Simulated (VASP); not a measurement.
# Si (Fd-3m) in VASP: further runs

One crystal, Si, is run at these levels: PBE; tasks: single point.

All numbers are computed with VASP 6.6.1; they aren't measurements. Logs are shortened: lines on timing, memory, paths and dates and some standing lists are left out, and cuts for length are marked.

## Step 1: The undisturbed crystal

It takes space group Fd-3m (No. 227, cubic). Conventional cell: a = 5.444 Å, b = 5.444 Å, c = 5.444 Å, α = 90.00°, β = 90.00°, γ = 90.00°. Around Si (site symmetry -43m) lie 4 Si at 2.36 Å.

## Step 2: Single point, PBE (grid = ENCUT=600 dk=0.35 cell=3x3x3 ISMEAR=0 SIGMA=0.05 LREAL=Auto EDIFF=1e-07)

Input file INCAR:

```
SYSTEM = Si
PREC = Accurate
ENCUT = 600
EDIFF = 1E-7
ISMEAR = 0
SIGMA = 0.05
LREAL = Auto
LASPH = .True.
NELM = 120
ALGO = Fast
ISIF = 2
LWAVE = .False.
LCHARG = .False.
GGA = PE
NBANDS = 126
NCORE = 1
KPAR = 2
```

Input file KPOINTS:

```
regular mesh
0
Gamma
  2 2 2
  0 0 0
```

Input file POSCAR:

```
Si
1.0
    0.0000000000      8.1655535595      8.1655535595
    8.1655535595      0.0000000000      8.1655535595
    8.1655535595      8.1655535595      0.0000000000
Si
54
Direct
    0.1666666667      0.1666666667      0.1666666667
    0.1666666667      0.1666666667      0.5000000000
    0.1666666667      0.1666666667      0.8333333333
    0.1666666667      0.5000000000      0.1666666667
    0.1666666667      0.5000000000      0.5000000000
    0.1666666667      0.5000000000      0.8333333333
    0.1666666667      0.8333333333      0.1666666667
    0.1666666667      0.8333333333      0.5000000000
    0.1666666667      0.8333333333      0.8333333333
    0.5000000000      0.1666666667      0.1666666667
    0.5000000000      0.1666666667      0.5000000000
    0.5000000000      0.1666666667      0.8333333333
    0.5000000000      0.5000000000      0.1666666667
    0.5000000000      0.5000000000      0.5000000000
    0.5000000000      0.5000000000      0.8333333333
    0.5000000000      0.8333333333      0.1666666667
    0.5000000000      0.8333333333      0.5000000000
    0.5000000000      0.8333333333      0.8333333333
    0.8333333333      0.1666666667      0.1666666667
    0.8333333333      0.1666666667      0.5000000000
    0.8333333333      0.1666666667      0.8333333333
    0.8333333333      0.5000000000      0.1666666667
    0.8333333333      0.5000000000      0.5000000000
    0.8333333333      0.5000000000      0.8333333333
    0.8333333333      0.8333333333      0.1666666667
    0.8333333333      0.8333333333      0.5000000000
    0.8333333333      0.8333333333      0.8333333333
    0.2500000000      0.2500000000      0.2500000000
    0.2500000000      0.2500000000      0.5833333333
    0.2500000000      0.2500000000      0.9166666667
    0.2500000000      0.5833333333      0.2500000000
    0.2500000000      0.5833333333      0.5833333333
    0.2500000000      0.5833333333      0.9166666667
    0.2500000000      0.9166666667      0.2500000000
    0.2500000000      0.9166666667      0.5833333333
    0.2500000000      0.9166666667      0.9166666667
    0.5833333333      0.2500000000      0.2500000000
    0.5833333333      0.2500000000      0.5833333333
    0.5833333333      0.2500000000      0.9166666667
    0.5833333333      0.5833333333      0.2500000000
    0.5833333333      0.5833333333      0.5833333333
    0.5833333333      0.5833333333      0.9166666667
    0.5833333333      0.9166666667      0.2500000000
    0.5833333333      0.9166666667      0.5833333333
    0.5833333333      0.9166666667      0.9166666667
    0.9166666667      0.2500000000      0.2500000000
    0.9166666667      0.2500000000      0.5833333333
    0.9166666667      0.2500000000      0.9166666667
    0.9166666667      0.5833333333      0.2500000000
    0.9166666667      0.5833333333      0.5833333333
    0.9166666667      0.5833333333      0.9166666667
    0.9166666667      0.9166666667      0.2500000000
    0.9166666667      0.9166666667      0.5833333333
    0.9166666667      0.9166666667      0.9166666667
```

Potentials or basis: VASP PAW PBE potentials, release 64 (Si).

Run with:

```sh
$ cat potpaw_PBE.64/Si/POTCAR > POTCAR
$ mpirun -np 4 vasp_std > vasp.out
```

OUTCAR:

```text
SYSTEM = Si
   PREC = Accurate
   ENCUT = 600
   EDIFF = 1E-7
   ISMEAR = 0
   LREAL = Auto
   LASPH = .True.
   NELM = 120
   ISIF = 2
   GGA = PE

 ion  position               nearest neighbor table
   1  0.167  0.167  0.167-  28 2.36  30 2.36  34 2.36  46 2.36
   2  0.167  0.167  0.500-  29 2.36  28 2.36  35 2.36  47 2.36
   3  0.167  0.167  0.833-  29 2.36  30 2.36  36 2.36  48 2.36
   4  0.167  0.500  0.167-  31 2.36  28 2.36  33 2.36  49 2.36
   5  0.167  0.500  0.500-  32 2.36  31 2.36  29 2.36  50 2.36
   6  0.167  0.500  0.833-  30 2.36  32 2.36  33 2.36  51 2.36
[... 46 lines left out ...]
  53  0.917  0.917  0.583-   8 2.36  20 2.36  27 2.36  26 2.36
  54  0.917  0.917  0.917-   9 2.36  21 2.36  25 2.36  27 2.36

  LATTYP: Found a face centered cubic cell.
 ALAT       =    16.3311071190

  Lattice vectors:

 A1 = (   0.0000000000,   8.1655535595,   8.1655535595)
 A2 = (   8.1655535595,   0.0000000000,   8.1655535595)
 A3 = (   8.1655535595,   8.1655535595,   0.0000000000)

Analysis of symmetry for initial positions (statically):
=====================================================================
 Subroutine PRICEL returns following result:

  LATTYP: Found a face centered cubic cell.
 ALAT       =     5.4437023725

  Lattice vectors:

 A1 = (   0.0000000000,   2.7218511862,   2.7218511862)
 A2 = (   2.7218511862,   0.0000000000,   2.7218511862)
 A3 = (   2.7218511862,   2.7218511862,   0.0000000000)

  27 primitive cells build up your supercell.

 Routine SETGRP: Setting up the symmetry group for a
 face centered cubic supercell.

 Subroutine GETGRP returns: Found 48 space group operations
 (whereof 24 operations were pure point group operations)
 out of a pool of 48 trial point group operations.

The static configuration has the point symmetry T_d .
 The point group associated with its full space group is O_h .

Analysis of symmetry for dynamics (positions and initial velocities):
=====================================================================
 Subroutine PRICEL returns following result:

  LATTYP: Found a face centered cubic cell.
 ALAT       =     5.4437023725

  Lattice vectors:

 A1 = (   0.0000000000,   2.7218511862,   2.7218511862)
 A2 = (   2.7218511862,   0.0000000000,   2.7218511862)
 A3 = (   2.7218511862,   2.7218511862,   0.0000000000)

  27 primitive cells build up your supercell.

 Routine SETGRP: Setting up the symmetry group for a
 face centered cubic supercell.

 Subroutine GETGRP returns: Found 48 space group operations
 (whereof 24 operations were pure point group operations)
 out of a pool of 48 trial point group operations.

The dynamic configuration has the point symmetry T_d .
 The point group associated with its full space group is O_h .

 Subroutine INISYM returns: Found 48 space group operations
 (whereof 24 operations are pure point group operations),
 and found    27 'primitive' translations

----------------------------------------------------------------------------------------

                                     Primitive cell

  volume of cell :      40.3295

  direct lattice vectors                    reciprocal lattice vectors
     0.000000000  2.721851186  2.721851186    -0.183698507  0.183698507  0.183698507
     2.721851186  0.000000000  2.721851186     0.183698507 -0.183698507  0.183698507
     2.721851186  2.721851186  0.000000000     0.183698507  0.183698507 -0.183698507

  length of vectors
     3.849278862  3.849278862  3.849278862     0.318175148  0.318175148  0.318175148

  position of ions in fractional coordinates (direct lattice)
     0.500000000  0.500000000  0.500000000
     0.750000000  0.750000000  0.750000000

  ion indices of the primitive-cell ions
   primitive index   ion index
                 1           1
                 2          28

----------------------------------------------------------------------------------------

 KPOINTS: regular mesh

Automatic generation of k-mesh.
 Grid dimensions read from file:
 generate k-points for:    2    2    2

 Generating k-lattice:

  Cartesian coordinates                     Fractional coordinates (reciprocal lattice)
    -0.030616418  0.030616418  0.030616418     0.500000000  0.000000000  0.000000000
     0.030616418 -0.030616418  0.030616418     0.000000000  0.500000000  0.000000000
     0.030616418  0.030616418 -0.030616418     0.000000000  0.000000000  0.500000000

  Length of vectors
     0.053029191  0.053029191  0.053029191

  Shift w.r.t. Gamma in fractional coordinates (k-lattice)
     0.000000000  0.000000000  0.000000000

 Subroutine IBZKPT returns following result:
 ===========================================

 Found      3 irreducible k-points:

 Following reciprocal coordinates:
            Coordinates               Weight
  0.000000  0.000000  0.000000      1.000000
  0.500000  0.000000  0.000000      4.000000
  0.500000  0.500000  0.000000      3.000000
   k-points           NKPTS =      3   k-points in BZ     NKDIM =      3   number of bands    NBANDS=    126
   number of dos      NEDOS =    301   number of ions     NIONS =     54
   total plane-waves  NPLWV = 884736
   dimension x,y,z NGX =    96 NGY =   96 NGZ =   96
   dimension x,y,z NGXF=   192 NGYF=  192 NGZF=  192
   ions per type =              54
   NGX,Y,Z   is equivalent  to a cutoff of  13.82, 13.82, 13.82 a.u.
   NGXF,Y,Z  is equivalent  to a cutoff of  27.64, 27.64, 27.64 a.u.
 SYSTEM =  Si
   PREC   = accura    normal or accurate (medium, high low for compatibility)
   ISTART =      0    job   : 0-new  1-cont  2-samecut
   ICHARG =      2    charge: 1-file 2-atom 10-const
   ISPIN  =      1    spin polarized calculation?
   LNONCOLLINEAR =      F non collinear calculations
   LSORBIT =      F    spin-orbit coupling
   LASPH  =      T    aspherical Exc in radial PAW
   ENCUT  =  600.0 eV  44.10 Ry    6.64 a.u.  23.06 23.06 23.06*2*pi/ulx,y,z
   NELM   =    120;   NELMIN=  2; NELMDL= -5     # of ELM steps
   EDIFF  = 0.1E-06   stopping-criterion for ELM
   LREAL  =      T    real-space projection
   EDIFFG = 0.1E-05   stopping-criterion for IOM
   NSW    =      0    number of steps for IOM
   IBRION =     -1    ionic relax: 0-MD 1-quasi-New 2-CG
   NFREE  =      0    steps in history (QN), initial steepest desc. (CG)
   ISIF   =      2    stress and relaxation
   ISYM   =      2    0-nonsym 1-usesym 2-fastsym
   POTIM  = 0.5000    time-step for ionic-motion
   TEBEG  =    0.0;   TEEND  =   0.0 temperature during run
   PSTRESS=    0.0 pullay stress
   NELECT =     216.0000    total number of electrons
   NUPDOWN=      -1.0000    fix difference up-down
   EMIN   =  10.00;   EMAX   =-10.00  energy-range for DOS
   EFERMI =   0.00;   METHOD = LEGACY
   ISMEAR =     0;   SIGMA  =   0.05  broadening in eV -4-tet -1-fermi 0-gaus
   EFERMI_NEDOS =   21; number of points for ismear=-14 and -15
   IALGO  =     68    algorithm
   IMIX   =      4    mixing-type and parameters
     AMIX     =   0.40;   BMIX     =  1.00
     AMIX_MAG =   1.60;   BMIX_MAG =  1.00
  volume/ion in A,a.u.               =      20.16       136.08
  Fermi-wavevector in a.u.,A,eV,Ry     =   0.954766  1.804247 12.402783  0.911579
  Thomas-Fermi vector in A             =   2.083543
   LORBIT       =      0    0 simple, 1 ext, 2 COOP (PROOUT), +10 PAW based schemes
   GGA     = PE    functional components
   LHFCALC =     F    Hartree Fock is set to
   AEXX    =    0.0000 exact exchange contribution
   IVDW    =     0    specifies the selected vdW correction
   LEPSILON=     F    determine dielectric tensor
   LRPA    =     F    only Hartree local field effects (RPA)
 non-spin polarized calculation
 RMM-DIIS sequential band-by-band and
 Gauss-broadening in eV      SIGMA  =   0.05
  energy-cutoff  :      600.00
  volume of cell :     1088.90
 maximum number of plane-waves:     36360
 NGX is ok and might be reduce to    96
   NGX = 47   NGY = 47   NGZ = 47

 number of electron     215.9999987 magnetization

 Free energy of the ion-electron system (eV)
  ---------------------------------------------------
  ext. energy  EPLUGINS =         0.00000000
  ---------------------------------------------------
  free energy    TOTEN  =      -292.26544801 eV

  energy without entropy =     -292.26544801  energy(sigma->0) =     -292.26544801

 E-fermi :   5.9972     XC(G=0):  -9.3761

 val. band max:        5.7617137257   @ k =   0.0000   0.0000   0.0000
 cond. band min:       6.4833826975   @ k =   0.5000   0.5000   0.0000
 fundamental gap:      0.7216689718
 Fermi energy:         5.9972143098

 k-point     1 :       0.0000    0.0000    0.0000
  band No.  band energies     occupation
      1      -6.1483      2.00000
      2      -4.7805      2.00000
      3      -4.7805      2.00000
      4      -4.7805      2.00000
      5      -4.7805      2.00000
      6      -4.7805      2.00000
[... 112 lines left out ...]
    119       7.3356      0.00000
    120       7.3373      0.00000

 k-point     2 :       0.5000    0.0000    0.0000
  band No.  band energies     occupation
      1      -5.7893      2.00000
      2      -5.7893      2.00000
      3      -4.8569      2.00000
      4      -4.8569      2.00000
      5      -4.8569      2.00000
      6      -4.8569      2.00000
[... 112 lines left out ...]
    119       7.7263      0.00000
    120       7.7263      0.00000

 k-point     3 :       0.5000    0.5000    0.0000
  band No.  band energies     occupation
      1      -5.6671      2.00000
      2      -5.6671      2.00000
      3      -5.2047      2.00000
      4      -5.2047      2.00000
      5      -5.2047      2.00000
      6      -5.2047      2.00000
[... 112 lines left out ...]
    119       7.8013      0.00000
    120       7.8013      0.00000
 [bands above 120 left out]

------------------------ aborting loop because EDIFF is reached ----------------------------------------

  FORCE on cell =-STRESS in cart. coord.  units (eV):
  Direction    XX          YY          ZZ          XY          YZ          ZX
  --------------------------------------------------------------------------------------
  -------------------------------------------------------------------------------------
  Total        8.6086372      8.6086372      8.6086372      0.0000000     -0.0000000      0.0000000
  in kB       12.6665429     12.6665429     12.6665429      0.0000000     -0.0000000      0.0000000
  external PRESSURE =      12.6665429 kB  Pullay stress =       0.0000000 kB

 VOLUME and BASIS-vectors are now :
 -----------------------------------------------------------------------------
  energy-cutoff  :      600.00
  volume of cell :     1088.90
      direct lattice vectors                 reciprocal lattice vectors
     0.000000000  8.165553559  8.165553559    -0.061232836  0.061232836  0.061232836
     8.165553559  0.000000000  8.165553559     0.061232836 -0.061232836  0.061232836
     8.165553559  8.165553559  0.000000000     0.061232836  0.061232836 -0.061232836

 POSITION                                       TOTAL-FORCE (eV/Angst)
 -----------------------------------------------------------------------------------
      2.72185      2.72185      2.72185        -0.000000     -0.000000     -0.000000
      5.44370      5.44370      2.72185        -0.000000      0.000000     -0.000000
      8.16555      8.16555      2.72185        -0.000000      0.000000     -0.000000
      5.44370      2.72185      5.44370         0.000000      0.000000     -0.000000
      8.16555      5.44370      5.44370        -0.000000      0.000000     -0.000000
     10.88740      8.16555      5.44370        -0.000000      0.000000     -0.000000
[... 46 lines left out ...]
     12.24833     12.24833     14.97018         0.000000     -0.000000      0.000000
     14.97018     14.97018     14.97018         0.000000     -0.000000      0.000000
 -----------------------------------------------------------------------------------
    total drift:                                0.000001      0.000001      0.000001

  FREE ENERGIE OF THE ION-ELECTRON SYSTEM (eV)
  ---------------------------------------------------
  free  energy   TOTEN  =      -292.2654480069 eV

  energy  without entropy=     -292.2654480069  energy(sigma->0) =     -292.26544801
```

Run time: 6.1 min. Hardware: 4 MPI ranks of AMD EPYC 9R45 (Zen 5), shared host; peak memory 0.99 GiB.

Results:

* Free energy: -292.2654 eV
* Pressure: 1.3 GPa
* Band gap on the k mesh: 0.72 eV

A k mesh can miss the band edges.

(Part 1 of 2 ends here.)
